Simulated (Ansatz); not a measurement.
Is this FePt structure a true minimum?

It was relaxed at this level from a cell as deposited in COD.

Method: DFT PBE, scalar-relativistic, plane waves, PAW (Ansatz). Cutoff 420 eV; k points 20×20×14 on the computed 2-atom cell (Γ-centred); Gaussian smearing, width 0.10 eV; collinear spin from starting moments 3.3 0.4 μB.

The cell below (2 atoms, space group P4/mmm (No. 123)) is relaxed within its symmetry.

```yaml
crystal:
  lattice:
    - [2.72907, 0.00000, 0.00000]
    - [0.00000, 2.72907, 0.00000]
    - [0.00000, 0.00000, 3.76503]
  atoms:
    - { symbol: Fe, position: [0.50000, 0.50000, 0.50000] }
    - { symbol: Pt, position: [0.00000, 0.00000, 0.00000] }
```

For the test a repeat of it with 4 atoms (edges 2.73, 2.73, 7.53 Å) was strained at random (σ = 1.5 % a component), the atoms were moved at random (σ = 0.05 Å), and all was relaxed again on a coarse 8×8×4 mesh (in the run’s order of axes) with 0.20 eV smearing, with no symmetry imposed.

Spin–orbit coupling, which can matter for Pt, is left out. Another magnetic order may lie lower.

Question: Does it come back?

Answer: It returns, within 1 meV/atom of the unmoved cell on that mesh and with the same symmetry when read at 0.1 Å. So it is stable against the distortions that fit this cell and that this random move excites. Modes that don't fit the cell aren't tested.
